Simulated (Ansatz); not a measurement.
# PbI2: the cost of one run

Program: Ansatz 0.2.0. Level of theory: reference: DFT, PBE, plane waves, PAW. These are calculated values, not measurements.

2 further runs of the same task are left out: 1 for a known fault of the program, 1 that didn't finish.

**1. The system as given**

Symmetry: P-3m1, No. 164, trigonal system. Conventional cell: a = 4.564 Å, b = 4.564 Å, c = 7.048 Å, α = 90.00°, β = 90.00°, γ = 120.00°. Pb (site symmetry -3m) is surrounded by 6 I at 3.24 Å. I (site symmetry 3m) is surrounded by 3 Pb at 3.24 Å.

Coordinates:

```cif
data_structure
_symmetry_space_group_name_H-M 'P-3m1'
_symmetry_Int_Tables_number 164
_cell_length_a 4.5641
_cell_length_b 4.5641
_cell_length_c 7.0475
_cell_angle_alpha 90.000
_cell_angle_beta 90.000
_cell_angle_gamma 120.000
_cell_volume 127.14
loop_
_atom_site_label
_atom_site_type_symbol
_atom_site_symmetry_multiplicity
_atom_site_Wyckoff_symbol
_atom_site_fract_x
_atom_site_fract_y
_atom_site_fract_z
_atom_site_occupancy
Pb1 Pb 1 a 0.00000 0.00000 0.00000 1
I1 I 2 d 0.33333 0.66667 0.26671 1
```

**2. Reference**

input.yaml reads:

```yaml
crystal:
  lattice:
    - [4.5640817111, 0.0, 0.0]
    - [-2.2820408555, 3.9526107068, 0.0]
    - [0.0, 0.0, 7.0475120395]
  atoms:
    - { symbol: Pb, position: [0.0, 0.0, 0.0] }
    - { symbol: I, position: [0.3333333333, 0.6666666667, 0.2667068044] }
    - { symbol: I, position: [0.6666666667, 0.3333333333, 0.7332931956] }
kpoints:
  mp_grid: { grid: [6, 6, 4] }
hamiltonian:
  xc: pbe
scf:
  occupations: { method: fixed }
  n_extra_bands: 4
output:
  forces: true
  stress: true
  eigenvalues: true
```

On the command line:

```
> ansatz run input.yaml --threads 4 --pin off --max-ram 3686MiB --backend cpu --events-out ev --progress --plain --runs-dir out
```

What time and memory should one allow on 4 threads of an x86-64 CPU, shared host?

About 2.6 s, with a peak of 0.48 GiB.
